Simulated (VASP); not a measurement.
# Ru (P6_3/mmc) in VASP: further runs

Runs on Ru. Level: PBEsol. Tasks: single point.

Program: VASP 6.6.1. These are calculated values, not measurements. Logs are shortened: lines on timing, memory, paths and dates and some standing lists are left out, and cuts for length are marked.

**1. The undisturbed crystal**

The structure is hexagonal, space group P6_3/mmc (No. 194). Conventional cell: a = 2.706 Å, b = 2.706 Å, c = 4.282 Å, α = 90.00°, β = 90.00°, γ = 120.00°. Around Ru (site symmetry -6m2) lie 12 Ru at 2.65 to 2.71 Å.

**2. Single point, PBEsol (grid = ENCUT=400 dk=0.6 cell=3x3x2 ISMEAR=1 SIGMA=0.1 LREAL=Auto EDIFF=1e-06)**

File INCAR:

```
SYSTEM = Ru
  PREC = Accurate
  ENCUT = 400
  EDIFF = 1E-6
  ISMEAR = 1
  SIGMA = 0.1
  LREAL = Auto
  LASPH = .True.
  NELM = 120
  ALGO = Fast
  ISIF = 2
  LWAVE = .False.
  LCHARG = .False.
  GGA = PS
  NBANDS = 288
  NCORE = 1
  KPAR = 2
```

File KPOINTS:

```
regular mesh
0
Gamma
  2 2 2
  0 0 0
```

File POSCAR:

```
Ru
1.0
    8.1174000000      0.0000000000      0.0000000000
   -4.0587000000      7.0298746128      0.0000000000
    0.0000000000      0.0000000000      8.5638000000
Ru
36
Direct
    0.2222222222      0.1111111111      0.3750000000
    0.2222222222      0.1111111111      0.8750000000
    0.2222222222      0.4444444444      0.3750000000
    0.2222222222      0.4444444444      0.8750000000
    0.2222222222      0.7777777778      0.3750000000
    0.2222222222      0.7777777778      0.8750000000
    0.5555555556      0.1111111111      0.3750000000
    0.5555555556      0.1111111111      0.8750000000
    0.5555555556      0.4444444444      0.3750000000
    0.5555555556      0.4444444444      0.8750000000
    0.5555555556      0.7777777778      0.3750000000
    0.5555555556      0.7777777778      0.8750000000
    0.8888888889      0.1111111111      0.3750000000
    0.8888888889      0.1111111111      0.8750000000
    0.8888888889      0.4444444444      0.3750000000
    0.8888888889      0.4444444444      0.8750000000
    0.8888888889      0.7777777778      0.3750000000
    0.8888888889      0.7777777778      0.8750000000
    0.1111111111      0.2222222222      0.1250000000
    0.1111111111      0.2222222222      0.6250000000
    0.1111111111      0.5555555556      0.1250000000
    0.1111111111      0.5555555556      0.6250000000
    0.1111111111      0.8888888889      0.1250000000
    0.1111111111      0.8888888889      0.6250000000
    0.4444444444      0.2222222222      0.1250000000
    0.4444444444      0.2222222222      0.6250000000
    0.4444444444      0.5555555556      0.1250000000
    0.4444444444      0.5555555556      0.6250000000
    0.4444444444      0.8888888889      0.1250000000
    0.4444444444      0.8888888889      0.6250000000
    0.7777777778      0.2222222222      0.1250000000
    0.7777777778      0.2222222222      0.6250000000
    0.7777777778      0.5555555556      0.1250000000
    0.7777777778      0.5555555556      0.6250000000
    0.7777777778      0.8888888889      0.1250000000
    0.7777777778      0.8888888889      0.6250000000
```

Potentials or basis: VASP PAW PBE potentials, release 64 (Ru_pv).

Command:

```console
> cat potpaw_PBE.64/Ru_pv/POTCAR > POTCAR
> mpirun -np 4 vasp_std > vasp.out
```

OUTCAR:

```text
SYSTEM = Ru
   PREC = Accurate
   ENCUT = 400
   EDIFF = 1E-6
   ISMEAR = 1
   LREAL = Auto
   LASPH = .True.
   NELM = 120
   ISIF = 2
   GGA = PS

 Found      4 irreducible k-points:

 Following reciprocal coordinates:
            Coordinates               Weight
  0.000000  0.000000  0.000000      1.000000
  0.500000  0.000000  0.000000      3.000000
  0.000000  0.000000  0.500000      1.000000
  0.500000  0.000000  0.500000      3.000000
   k-points           NKPTS =      4   k-points in BZ     NKDIM =      4   number of bands    NBANDS=    288
   number of dos      NEDOS =    301   number of ions     NIONS =     36
   total plane-waves  NPLWV = 163296
   dimension x,y,z NGX =    54 NGY =   54 NGZ =   56
   dimension x,y,z NGXF=   108 NGYF=  108 NGZF=  112
   ions per type =              36
   NGX,Y,Z   is equivalent  to a cutoff of  11.06, 11.06, 10.87 a.u.
   NGXF,Y,Z  is equivalent  to a cutoff of  22.12, 22.12, 21.74 a.u.
 SYSTEM =  Ru
   PREC   = accura    normal or accurate (medium, high low for compatibility)
   ISTART =      0    job   : 0-new  1-cont  2-samecut
   ICHARG =      2    charge: 1-file 2-atom 10-const
   ISPIN  =      1    spin polarized calculation?
   LNONCOLLINEAR =      F non collinear calculations
   LSORBIT =      F    spin-orbit coupling
   LASPH  =      T    aspherical Exc in radial PAW
   ENCUT  =  400.0 eV  29.40 Ry    5.42 a.u.  13.24 13.24 13.97*2*pi/ulx,y,z
   NELM   =    120;   NELMIN=  2; NELMDL= -5     # of ELM steps
   EDIFF  = 0.1E-05   stopping-criterion for ELM
   LREAL  =      T    real-space projection
   EDIFFG = 0.1E-04   stopping-criterion for IOM
   NSW    =      0    number of steps for IOM
   IBRION =     -1    ionic relax: 0-MD 1-quasi-New 2-CG
   NFREE  =      0    steps in history (QN), initial steepest desc. (CG)
   ISIF   =      2    stress and relaxation
   ISYM   =      2    0-nonsym 1-usesym 2-fastsym
   POTIM  = 0.5000    time-step for ionic-motion
   TEBEG  =    0.0;   TEEND  =   0.0 temperature during run
   PSTRESS=    0.0 pullay stress
   NELECT =     504.0000    total number of electrons
   NUPDOWN=      -1.0000    fix difference up-down
   EMIN   =  10.00;   EMAX   =-10.00  energy-range for DOS
   EFERMI =   0.00;   METHOD = LEGACY
   ISMEAR =     1;   SIGMA  =   0.10  broadening in eV -4-tet -1-fermi 0-gaus
   EFERMI_NEDOS =   21; number of points for ismear=-14 and -15
   IALGO  =     68    algorithm
   IMIX   =      4    mixing-type and parameters
     AMIX     =   0.40;   BMIX     =  1.00
     AMIX_MAG =   1.60;   BMIX_MAG =  1.00
  volume/ion in A,a.u.               =      13.57        91.61
  Fermi-wavevector in a.u.,A,eV,Ry     =   1.654022  3.125649 37.222674  2.735789
  Thomas-Fermi vector in A             =   2.742361
   LORBIT       =      0    0 simple, 1 ext, 2 COOP (PROOUT), +10 PAW based schemes
   GGA     = PS    functional components
   LHFCALC =     F    Hartree Fock is set to
   AEXX    =    0.0000 exact exchange contribution
   IVDW    =     0    specifies the selected vdW correction
   LEPSILON=     F    determine dielectric tensor
   LRPA    =     F    only Hartree local field effects (RPA)
 non-spin polarized calculation
 RMM-DIIS sequential band-by-band and
 Methfessel and Paxton  Order N= 1 SIGMA  =   0.10
  energy-cutoff  :      400.00
  volume of cell :      488.69
 maximum number of plane-waves:      8912
 NGX is ok and might be reduce to    54
   NGX = 27   NGY = 27   NGZ = 27

 number of electron     504.0000130 magnetization

 Free energy of the ion-electron system (eV)
  ---------------------------------------------------
  ext. energy  EPLUGINS =         0.00000000
  ---------------------------------------------------
  free energy    TOTEN  =      -364.64548895 eV

  energy without entropy =     -364.57831572  energy(sigma->0) =     -364.62309787

 E-fermi :  12.9507     XC(G=0): -14.2817

 val. band max:       12.9468407679   @ k =   0.5000   0.0000   0.5000
 cond. band min:      13.0167553492   @ k =   0.5000   0.0000   0.5000
 fundamental gap:      0.0699145814
 Fermi energy:        12.9507461628

 k-point     1 :       0.0000    0.0000    0.0000
  band No.  band energies     occupation
      1     -30.9026      2.00000
      2     -30.6528      2.00000
      3     -30.6528      2.00000
      4     -30.6528      2.00000
      5     -30.6528      2.00000
      6     -30.6380      2.00000
[... 256 lines left out ...]
    263      13.3641     -0.00000
    264      13.3641     -0.00000

 k-point     2 :       0.5000    0.0000    0.0000
  band No.  band energies     occupation
      1     -30.8112      2.00000
      2     -30.8112      2.00000
      3     -30.7907      2.00000
      4     -30.7907      2.00000
      5     -30.7076      2.00000
      6     -30.7076      2.00000
[... 256 lines left out ...]
    263      13.4400     -0.00000
    264      13.7878     -0.00000

 k-point     3 :       0.0000    0.0000    0.5000
  band No.  band energies     occupation
      1     -30.7425      2.00000
      2     -30.7425      2.00000
      3     -30.6847      2.00000
      4     -30.6847      2.00000
      5     -30.6847      2.00000
      6     -30.6847      2.00000
[... 256 lines left out ...]
    263      13.1108     -0.04612
    264      13.1108     -0.04612

 k-point     4 :       0.5000    0.0000    0.5000
  band No.  band energies     occupation
      1     -30.7930      2.00000
      2     -30.7930      2.00000
      3     -30.6975      2.00000
      4     -30.6975      2.00000
      5     -30.6975      2.00000
      6     -30.6975      2.00000
[... 256 lines left out ...]
    263      13.1571     -0.01296
    264      13.1571     -0.01296
 [bands above 264 left out]

------------------------ aborting loop because EDIFF is reached ----------------------------------------

  FORCE on cell =-STRESS in cart. coord.  units (eV):
  Direction    XX          YY          ZZ          XY          YZ          ZX
  --------------------------------------------------------------------------------------
  -------------------------------------------------------------------------------------
  Total      -13.1124895    -13.1124895    -33.0106492      0.0000000      0.0000000      0.0000000
  in kB      -42.9897276    -42.9897276   -108.2264978      0.0000000      0.0000000      0.0000000
  external PRESSURE =     -64.7353177 kB  Pullay stress =       0.0000000 kB

 VOLUME and BASIS-vectors are now :
 -----------------------------------------------------------------------------
  energy-cutoff  :      400.00
  volume of cell :      488.69
      direct lattice vectors                 reciprocal lattice vectors
     8.117400000  0.000000000  0.000000000     0.123192155  0.071125024  0.000000000
    -4.058700000  7.029874613  0.000000000     0.000000000  0.142250048  0.000000000
     0.000000000  0.000000000  8.563800000     0.000000000  0.000000000  0.116770592

 POSITION                                       TOTAL-FORCE (eV/Angst)
 -----------------------------------------------------------------------------------
      1.35290      0.78110      3.21143        -0.000000      0.000000     -0.000000
      1.35290      0.78110      7.49333        -0.000000     -0.000000      0.000000
      0.00000      3.12439      3.21143         0.000000     -0.000000     -0.000000
      0.00000      3.12439      7.49333        -0.000000     -0.000000      0.000000
     -1.35290      5.46768      3.21143        -0.000000     -0.000000     -0.000000
     -1.35290      5.46768      7.49333        -0.000000      0.000000     -0.000000
[... 28 lines left out ...]
      2.70580      6.24878      1.07048         0.000000      0.000000      0.000000
      2.70580      6.24878      5.35238         0.000000      0.000000      0.000000
 -----------------------------------------------------------------------------------
    total drift:                                0.000000      0.000000      0.000000

  FREE ENERGIE OF THE ION-ELECTRON SYSTEM (eV)
  ---------------------------------------------------
  free  energy   TOTEN  =      -364.6454889482 eV

  energy  without entropy=     -364.5783157168  energy(sigma->0) =     -364.62309787
```

Run time: 4.2 min. Hardware: 4 MPI ranks of Intel Xeon 6975P-C (Granite Rapids), shared host; peak memory 0.39 GiB.

The run converged, but some of its settings lie outside the range that counts as converged, so its numbers aren't taken as properties of the crystal.

What came out:

- Free energy: -364.6455 eV
- Pressure: -6.5 GPa
- Band gap on the k mesh: none (metal or under the smearing width)

Caveat: the k mesh is coarse (spacing up to 0.45 Å⁻¹), so the values aren't converged; the PAW data sets were made with another functional, which shifts forces and pressure a little.

**3. Single point, PBEsol (grid = ENCUT=400 dk=0.45 cell=3x3x2 ISMEAR=1 SIGMA=0.1 LREAL=Auto EDIFF=1e-06)**

INCAR is that of step 2.

KPOINTS is that of step 2.

POSCAR is that of step 2.

Potentials or basis: VASP PAW PBE potentials, release 64 (Ru_pv).

Command:

```console
> cat potpaw_PBE.64/Ru_pv/POTCAR > POTCAR
> mpirun -np 4 vasp_std > vasp.out
```

Run time: 4.4 min. Hardware: 4 MPI ranks of Intel Xeon 6975P-C (Granite Rapids), shared host; peak memory 0.4 GiB.

The run converged, but some of its settings lie outside the range that counts as converged, so its numbers aren't taken as properties of the crystal.

What came out:

```
Free energy            : -364.6455 eV
Pressure               : -6.5 GPa
Band gap on the k mesh : none (metal or under the smearing width)
```

Caveat: the k mesh is coarse (spacing up to 0.45 Å⁻¹), so the values aren't converged; the PAW data sets were made with another functional, which shifts forces and pressure a little.

**4. Single point, PBEsol (grid = ENCUT=400 dk=0.35 cell=3x3x2 ISMEAR=1 SIGMA=0.1 LREAL=Auto EDIFF=1e-06)**

INCAR is that of step 3.

File KPOINTS:

```
regular mesh
0
Gamma
  3 3 3
  0 0 0
```

POSCAR is that of step 3.

Command:

```console
> cat potpaw_PBE.64/Ru_pv/POTCAR > POTCAR
> mpirun -np 4 vasp_std > vasp.out
```

Wall time 4.4 min (4 MPI ranks of Intel Xeon 6975P-C (Granite Rapids), shared host); peak memory 0.44 GiB.

These settings aren't checked as converged: the numbers below hold their error.

What came out:

```yaml
Free_energy: -366.3095 eV
Pressure: -7.5 GPa
Band_gap_on_the_k_mesh: none (metal or under the smearing width)
```

Caveat: the PAW data sets were made with another functional, which shifts forces and pressure a little.

**5. The reference run**

An earlier run on the cell as given: functional PBE; potentials or basis VASP PAW PBE potentials, release 64 (Ru_pv); cutoff 520 eV; k mesh 11 × 11 × 6; occupations fermi-dirac, width 0.05 eV; no spin polarisation.

* Pressure: 4.5 GPa
* Band gap on the k mesh: none (metal or under the smearing width)
